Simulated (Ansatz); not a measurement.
The system is Sn.

```
Sn
1.0
    -2.94014    2.94014    1.59930
     2.94014   -2.94014    1.59930
     2.94014    2.94014   -1.59930
Sn
2
Cartesian
  0.0000 0.0000 0.0000
  0.0000 2.9401 0.7997
```

| Property | Result |
| --- | --- |
| Program | Ansatz 0.2.0 |
| Task | relaxation of cell and atoms |
| Functional | RPBE |
| Potentials or basis | Ansatz PAW |
| Cutoff | 420 eV (not typed: the program's choice for these potentials) |
| k mesh | 9 × 9 × 9 |
| Occupations | fermi-dirac, width 0.05 eV |
| Spin | no spin polarisation |

At the start: volume 27.65 Å³/atom.

Q: Where does the relaxation end?

A: It ends after 5 steps and the volume is 29.29 Å³/atom (+5.9 %); space group I4_1/amd (No. 141, to 0.05 Å).

The path:
| step | energy change (eV) | largest force (eV/Å) | volume (Å³) |
| --- | --- | --- | --- |
| 1 | 0.0000 | 0.0000 | 55.30 |
| 2 | -0.0245 | 0.0000 | 59.60 |
| 3 | -0.0271 | 0.0000 | 58.68 |
| 4 | -0.0271 | 0.0000 | 58.58 |
| 5 | -0.0278 | 0.0000 | 58.58 |

Final structure:
```xyz
2
Lattice="-3.0005 3.0005 1.6266 3.0005 -3.0005 1.6266 3.0005 3.0005 -1.6266" Properties=species:S:1:pos:R:3 pbc="T T T"
Sn    0.0000    0.0000    0.0000
Sn    0.0000    3.0005    0.8133
```

Caveat: the plane-wave basis is chosen anew once the cell has moved, so the energies of steps on either side of that aren't comparable; the PAW data sets come from PBE, with cores solved anew for the run's functional, which leaves a small shift of forces and pressure.
